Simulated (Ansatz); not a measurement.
The following input was run with Ansatz 0.2.0.

```yaml
crystal:
  lattice:
    - [0.0, 2.5888345899, 2.5888345899]
    - [2.5888345899, 0.0, 2.5888345899]
    - [2.5888345899, 2.5888345899, 0.0]
  atoms:
    - { symbol: Be, position: [0.0, 0.0, 0.0] }
    - { symbol: Se, position: [0.25, 0.25, 0.25] }
basis:
  ecutwfc: 420
kpoints:
  mp_grid: { grid: [8, 8, 8] }
hamiltonian:
  xc: pbe
scf:
  occupations: { method: gaussian, width: 0.02 }
  n_extra_bands: 12
output:
  forces: false
  stress: false
  eigenvalues: true
  optics: { e_range: [0, 14], sigma: 0.1, nscf_kmesh: { grid: [12, 12, 12] } }
checkpoint:
  read: start.run
  write: ck
  compress: false
  write_wavefunctions: false
  write_every: 100000
```

Launched with
```bash
ansatz run input.yaml --threads 1 --pin off --max-ram 2560MiB --backend cpu --events-out ev --progress --plain --runs-dir out
```

Computed with Ansatz 0.2.0, DFT PBE, scalar-relativistic, plane waves, PAW.

Part of what the program printed, abridged (iterations and final results):

```
SCF iter   1: F=—  HF=-5563.437288 eV  |F-HF|=—  |Δ(HF+E_count)|=         —  Δρ=1.56e-5  dr2=1.27e-7  ethr=7.28e-7  ⟨swp⟩=3.0  Hψ=4827  notcnv=0
SCF iter   2: F=—  HF=-5563.437287 eV  |F-HF|=—  |Δ(HF+E_count)|=   5.84e-7  Δρ=2.63e-6  dr2=1.86e-9  ethr=7.06e-10  ⟨swp⟩=2.1  Hψ=859  notcnv=0
SCF iter   3: F=—  HF=-5563.437287 eV  |F-HF|=—  |Δ(HF+E_count)|=  7.28e-12  Δρ=1.19e-6  dr2=2.40e-10  ethr=1.03e-11  ⟨swp⟩=2.0  Hψ=869  notcnv=0
SCF iter   4: F=-5563.437287 eV  HF=-5563.437287 eV  |F-HF|=1.27e-11  |Δ(HF+E_count)|=  4.18e-10  Δρ=1.54e-7  dr2=3.17e-12  ethr=1.00e-12  ⟨swp⟩=1.5  Hψ=1472  notcnv=0
SCF 1 converged in 4 iterations: F = -5563.437287 eV  dr2 = 3.17e-12
SCF converged after 4 iterations
Free energy (F): -5563.437287 eV
Harris-Foulkes:  -5563.437287 eV  (|F-HF|=1.27e-11)
Internal energy: -5563.437287 eV  (E = F + TS)
E sigma→0 (E₀):  -5563.437287 eV
Fermi energy:    8.059129 eV
--- Per-component energies (eV) ---
  E_band       = -387.097530
  E_kinetic    = 138.760996
  E_local      = -2540.536802  (includes V_loc(G=0)·N_el)
  E_nonlocal   = -591.878303
  E_hartree    = 1253.573341
  E_xc         = -123.936682
  E_vxc        = -118.995060  (∫ρ·V_xc dr)
  E_paw        = -1970.422489  (= ΣΔE_a)
  E_vpaw       = 218.405472  (= ΣTr[D̂ρ^β])
  E_aug_tail   = -0.000539  (compensation charges beyond the density's cutoff)
  E_ewald      = -1728.996810
  E_smearing   =  0.000000  (= −TS)
--- Band table (eV; the first three rows and the last of 29) ---
  k-point 0: bands = ["-39.9285", "-39.9285", "-39.9285", "-39.9228", "-39.9228", "-6.9533", "6.7220", "6.7220", "6.7220", "10.9451", "11.7463", "11.7463", "11.7463", "18.6488", "19.2455", "19.2455", "21.2358", "21.2358", "21.2358", "25.4158", "34.3396"]
  k-point 1: bands = ["-39.9284", "-39.9284", "-39.9284", "-39.9228", "-39.9228", "-6.8046", "5.4344", "6.5182", "6.5182", "11.2236", "12.0861", "12.0861", "12.7800", "18.3161", "18.3161", "18.8440", "20.9133", "22.9879", "22.9879", "26.7155", "32.4083"]
  k-point 2: bands = ["-39.9282", "-39.9281", "-39.9281", "-39.9227", "-39.9227", "-6.4012", "3.3891", "6.1158", "6.1158", "11.1478", "12.6243", "12.6243", "14.9338", "17.9942", "17.9942", "18.7198", "21.5261", "25.9197", "25.9197", "28.8866", "29.4166"]
  k-point 28: bands = ["-39.9279", "-39.9278", "-39.9270", "-39.9230", "-39.9224", "-5.1864", "2.3959", "3.0221", "3.5241", "12.8548", "13.7896", "14.1093", "14.6395", "19.9078", "20.2218", "22.7161", "23.4962", "27.2493", "28.1372", "28.5045", "29.7895"]
```

Self-consistency was reached.

It took 14 s on 1 thread of Arm Neoverse V2, with other jobs on the host, peak memory 0.59 GiB.

The run starts from the saved density of an earlier one, so iterations and time are fewer than from atoms.